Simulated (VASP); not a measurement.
# InSb (F-43m) in VASP: further runs, part 2 of 2

VASP 6.6.1. The steps go on from the part before.

## Step 3: Relaxation of cell and atoms, PBE

This run uses another cell than the first one, of 33.98 Å³/atom, 0.981 times its volume.

File INCAR:

```
SYSTEM = InSb
  PREC = Accurate
  ENCUT = 600
  EDIFF = 1E-6
  ISMEAR = 0
  SIGMA = 0.03
  LREAL = .FALSE.
  LASPH = .TRUE.
  NELM = 80
  ALGO = Normal
  ISIF = 3
  LWAVE = .FALSE.
  LCHARG = .FALSE.
  GGA = PE
  IBRION = 2
  NSW = 90
  EDIFFG = -0.01
```

File KPOINTS:

```
regular mesh
0
G
  10 10 10
  0 0 0
```

File POSCAR:

```
InSb
1.0
    0.0000000000      3.2391000000      3.2391000000
    3.2391000000      0.0000000000      3.2391000000
    3.2391000000      3.2391000000      0.0000000000
In Sb
1 1
Direct
    0.0000000000      0.0000000000      0.0000000000
    0.2500000000      0.2500000000      0.2500000000
```

Potentials or basis: VASP PAW PBE potentials, release 64 (In_d, Sb).

Run with:

```
> cat potpaw_PBE.64/In_d/POTCAR potpaw_PBE.64/Sb/POTCAR > POTCAR
> mpirun -np 1 vasp_std > vasp.out
```

It took 88 s on 1 thread of Intel Xeon Platinum 8488C (Sapphire Rapids), shared host; peak memory 0.27 GiB.

It converged, with:

```
Free energy                            : -6.9518 eV
Relaxed volume                         : 36.49 Å³/atom
Relaxed cell                           : a = 4.691 Å, b = 4.691 Å, c = 4.691 Å, α = 60.00°, β = 60.00°, γ = 60.00°
Space group after relaxing (to 0.05 Å) : F-43m (No. 216)
Energy gained by relaxing              : 23.0 meV/atom
Ionic steps                            : 3
Pressure after relaxing                : 0.0 GPa
Band gap on the k mesh                 : none (metal or under the smearing width)
```

Step by step:
```tsv
step	energy change (eV)	largest force (eV/Å)	pressure (GPa)	volume (Å³)
1	0.0000	0.0000	3.14	67.97
2	-0.0414	0.0000	-0.83	74.72
3	-0.0459	0.0000	0.02	72.98
```

Final structure:
```
CELL_PARAMETERS angstrom
0.00000 3.31683 3.31683
3.31683 0.00000 3.31683
3.31683 3.31683 0.00000
ATOMIC_POSITIONS crystal
In 0.00000 0.00000 0.00000
Sb 0.25000 0.25000 0.25000
```

Levels at points of the mesh, in eV from the Fermi level:
```
           k point  band 7  band 8  band 9  band 10  band 11  band 12
(0.00, 0.00, 0.00)   -0.60   -0.01   -0.01    -0.01     2.96     2.96
(0.50, 0.00, 0.00)   -5.31   -0.91   -0.91     0.41     3.79     3.79
(0.50, 0.50, 0.00)   -5.63   -2.05   -2.05     1.35     1.46     7.73
```

Caveat: this crystal is a semiconductor, whose small gap the functional closes, so the metal is an error of the method. PBE usually gives volumes a little too large and moduli too small.

## Step 4: Relaxation of cell and atoms, PBE

This run uses another cell than the first one, of 36.49 Å³/atom, 1.053 times its volume.

Edit INCAR of step 3 so:

```diff
@@ -3,3 +3,3 @@
   ENCUT = 600
-  EDIFF = 1E-6
+  EDIFF = 1E-7
   ISMEAR = 0
@@ -16,2 +16,2 @@
   NSW = 90
-  EDIFFG = -0.01
+  EDIFFG = -0.005
```

KPOINTS is that of step 3.

File POSCAR:

```
InSb                                    
1.0
    0.0000000000      3.3168267494      3.3168267494
    3.3168267494     -0.0000000000      3.3168267494
    3.3168267494      3.3168267494      0.0000000000
  In              Sb            
     1     1
Direct
     0.0000000000000000    0.0000000000000000    0.0000000000000000
     0.2500000000000000    0.2500000000000000    0.2500000000000000
```

Run with:

```
> cat potpaw_PBE.64/In_d/POTCAR potpaw_PBE.64/Sb/POTCAR > POTCAR
> mpirun -np 1 vasp_std > vasp.out
```

It took 60 s on 1 thread of Intel Xeon Platinum 8488C (Sapphire Rapids), shared host; peak memory 0.27 GiB.

It converged, with:

* Free energy: -6.9522 eV
* Relaxed volume: 36.52 Å³/atom
* Relaxed cell: a = 4.692 Å, b = 4.692 Å, c = 4.692 Å, α = 60.00°, β = 60.00°, γ = 60.00°
* Space group after relaxing (to 0.05 Å): F-43m (No. 216)
* Energy gained by relaxing: 0.0 meV/atom
* Ionic steps: 2
* Pressure after relaxing: 0.0 GPa
* Band gap on the k mesh: none (metal or under the smearing width)

Final structure:
```
In Sb
1.0
     0.00000    3.31764    3.31764
     3.31764    0.00000    3.31764
     3.31764    3.31764    0.00000
In Sb
1 1
Direct
  0.00000 0.00000 0.00000
  0.25000 0.25000 0.25000
```

Levels at points of the mesh, in eV from the Fermi level:
| k point | band 7 | band 8 | band 9 | band 10 | band 11 | band 12 |
| --- | --- | --- | --- | --- | --- | --- |
| (0.00, 0.00, 0.00) | -0.60 | -0.01 | -0.01 | -0.01 | 2.96 | 2.96 |
| (0.50, 0.00, 0.00) | -5.31 | -0.91 | -0.91 | 0.41 | 3.79 | 3.79 |
| (0.50, 0.50, 0.00) | -5.63 | -2.04 | -2.04 | 1.35 | 1.46 | 7.72 |

Caveat: this crystal is a semiconductor, whose small gap the functional closes, so the metal is an error of the method. The run has no spin-orbit coupling, so splittings on Sb are missing.

## Step 5: Relaxation of cell and atoms, LDA

This run uses another cell than the first one, of 33.98 Å³/atom, 0.981 times its volume.

File INCAR:

```
ALGO     = Normal         # electronic algorithm
EDIFF    = 1E-6           # SCF threshold, eV
EDIFFG   = -0.01          # ionic threshold
ENCUT    = 600            # plane-wave cutoff, eV
IBRION   = 2              # ionic algorithm
ISIF     = 3              # what is computed and relaxed
ISMEAR   = 0              # smearing method
LASPH    = T              # aspherical terms in the spheres
LCHARG   = F              # write CHGCAR
LREAL    = F              # projectors in reciprocal space
LWAVE    = F              # write WAVECAR
NELM     = 80             # most SCF steps
NSW      = 90             # ionic steps
PREC     = Accurate       # precision mode
SIGMA    = 0.03           # smearing width, eV
```

File KPOINTS:

```
k-points
0
Gamma
  10 10 10
```

File POSCAR:

```
InSb
1.0
    0.0000000000      3.2391000000      3.2391000000
    3.2391000000      0.0000000000      3.2391000000
    3.2391000000      3.2391000000      0.0000000000
In Sb
1 1
Direct
    0.0000000000      0.0000000000      0.0000000000
    0.2500000000      0.2500000000      0.2500000000
```

Potentials or basis: VASP PAW LDA potentials, release 64 (In_d, Sb).

Run with:

```
> cat potpaw_LDA.64/In_d/POTCAR potpaw_LDA.64/Sb/POTCAR > POTCAR
> mpirun -np 1 vasp_std > vasp.out
```

It took 40 s on 1 thread of Intel Xeon 6975P-C (Granite Rapids), shared host; peak memory 0.23 GiB.

It converged, with:

| Quantity | Value |
| --- | --- |
| Free energy | -8.2157 eV |
| Relaxed volume | 33.62 Å³/atom |
| Relaxed cell | a = 4.564 Å, b = 4.564 Å, c = 4.564 Å, α = 60.00°, β = 60.00°, γ = 60.00° |
| Space group after relaxing (to 0.05 Å) | F-43m (No. 216) |
| Energy gained by relaxing | 0.6 meV/atom |
| Ionic steps | 3 |
| Pressure after relaxing | 0.0 GPa |
| Band gap on the k mesh | none (metal or under the smearing width) |

Step by step:
```
step  energy change (eV)  largest force (eV/Å)  pressure (GPa)  volume (Å³)
   1              0.0000                0.0000           -0.50        67.97
   2             -0.0009                0.0000            0.19        66.93
   3             -0.0011                0.0000            0.01        67.24
```

Final structure:
```yaml
crystal:
  lattice:
    - [0.00000, 3.22748, 3.22748]
    - [3.22748, 0.00000, 3.22748]
    - [3.22748, 3.22748, 0.00000]
  atoms:
    - { symbol: In, position: [0.00000, 0.00000, 0.00000] }
    - { symbol: Sb, position: [0.25000, 0.25000, 0.25000] }
```

Levels at points of the mesh, in eV from the Fermi level:
| k point | band 5 | band 6 | band 7 | band 8 | band 9 | band 10 | band 11 | band 12 | band 13 |
| --- | --- | --- | --- | --- | --- | --- | --- | --- | --- |
| (0.00, 0.00, 0.00) | -14.50 | -10.85 | -0.31 | -0.01 | -0.01 | -0.01 | 2.90 | 2.90 | 2.90 |
| (0.50, 0.00, 0.00) | -14.50 | -9.46 | -5.74 | -1.04 | -1.04 | 0.43 | 3.76 | 3.76 | 5.93 |
| (0.50, 0.50, 0.00) | -14.49 | -8.83 | -6.03 | -2.32 | -2.32 | 1.22 | 1.24 | 8.10 | 8.10 |

Caveat: this crystal is a semiconductor, whose small gap the functional closes, so the metal is an error of the method.

## Step 6: Relaxation of cell and atoms, LDA

This run uses another cell than the first one, of 33.62 Å³/atom, 0.970 times its volume.

Edit INCAR of step 5 so:

```diff
@@ -1,4 +1,4 @@
 ALGO     = Normal         # electronic algorithm
-EDIFF    = 1E-6           # SCF threshold, eV
-EDIFFG   = -0.01          # ionic threshold
+EDIFF    = 1E-7           # SCF threshold, eV
+EDIFFG   = -0.005         # ionic threshold
 ENCUT    = 600            # plane-wave cutoff, eV
```

KPOINTS is that of step 5.

File POSCAR:

```
InSb                                    
1.0
    0.0000000000      3.2274776889      3.2274776889
    3.2274776889     -0.0000000000      3.2274776889
    3.2274776889      3.2274776889      0.0000000000
  In              Sb            
     1     1
Direct
     0.0000000000000000    0.0000000000000000    0.0000000000000000
     0.2500000000000000    0.2500000000000000    0.2500000000000000
```

Potentials or basis: VASP PAW LDA potentials, release 64 (In_d, Sb).

Run with:

```
> cat potpaw_LDA.64/In_d/POTCAR potpaw_LDA.64/Sb/POTCAR > POTCAR
> mpirun -np 1 vasp_std > vasp.out
```

It took 13 s on 1 thread of Intel Xeon 6975P-C (Granite Rapids), shared host; peak memory 0.2 GiB.

Results (log left out):

```yaml
Free_energy: -8.2156 eV
Pressure_after_relaxing: 0.0 GPa
Band_gap_on_the_k_mesh: none (metal or under the smearing width)
```

Final structure:
```yaml
crystal:
  lattice:
    - [0.00000, 3.22748, 3.22748]
    - [3.22748, 0.00000, 3.22748]
    - [3.22748, 3.22748, 0.00000]
  atoms:
    - { symbol: In, position: [0.00000, 0.00000, 0.00000] }
    - { symbol: Sb, position: [0.25000, 0.25000, 0.25000] }
```

Levels at points of the mesh, in eV from the Fermi level:
```tsv
k point	band 7	band 8	band 9	band 10	band 11	band 12
(0.00, 0.00, 0.00)	-0.31	-0.01	-0.01	-0.01	2.90	2.90
(0.50, 0.00, 0.00)	-5.74	-1.04	-1.04	0.43	3.76	3.76
(0.50, 0.50, 0.00)	-6.03	-2.32	-2.32	1.22	1.24	8.10
```

Caveat: the relaxation stopped at its first step, so nothing moved; this crystal is a semiconductor, whose small gap the functional closes, so the metal is an error of the method. Spin-orbit coupling is left out, which matters for the levels of Sb.

## Step 7: Summary

| level | potentials or basis | gap on the mesh (eV) | pressure (GPa) |
| --- | --- | --- | --- |
| PBEsol | VASP PAW PBE potentials, release 64 (In_d, Sb) | none | 0.0 |
| PBE | VASP PAW PBE potentials, release 64 (In_d, Sb) | none | 0.0 |
| LDA | VASP PAW LDA potentials, release 64 (In_d, Sb) | none | 0.0 |

Alike in all rows: task relaxation of cell and atoms; no spin polarisation; cell relaxed; k mesh 10 × 10 × 10; cutoff (eV) 600; smearing gaussian 0.03 eV.

Caveats: this crystal is a semiconductor, whose small gap the functional closes, so the metal is an error of the method; the relaxation stopped at its first step, so nothing moved (some runs); the PAW data sets were made with another functional, which shifts forces and pressure a little (some runs).

Total energies depend on the potentials used, so only differences within one code and one set of settings carry meaning.
